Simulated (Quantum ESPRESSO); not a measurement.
PtSe2 (Sudovikovite): Hubbard U from linear response under several settings

```
Pt Se
1.0
     3.72400    0.00000    0.00000
    -1.86200    3.22508    0.00000
     0.00000    0.00000    5.06200
Pt Se
1 2
Cartesian
  0.0000 0.0000 0.0000
  1.8620 1.0750 3.7965
  0.0000 2.1501 1.2655
```

All runs used Quantum ESPRESSO 7.5; k mesh 8 × 8 × 4; given cell; no spin polarisation; cutoff 1170 eV; occupations fermi-dirac, width 0.05 eV.

| level | potentials | projectors | U typed (eV) | q mesh | with V | state | U computed (eV) |
| --- | --- | --- | --- | --- | --- | --- | --- |
| PBEsol+U | PseudoDojo 0.4.1 SR PBEsol standard | atomic | 0.0 | 1 × 1 × 1 | no | metal | ? |
| LDA+U | PseudoDojo 0.4.1 SR LDA standard | atomic | 0.0 | 1 × 1 × 1 | no | metal | Pt 7.0 |

**Question.** What stands in the row left open?

**Answer.** U computed Pt 6.9 eV.

Caveats: the computed U isn't converged in cell size; U without spin polarisation on a metal has little footing.

For the row left open. Caveat: the computed U isn't converged in cell size; U without spin polarisation on a metal has little footing.
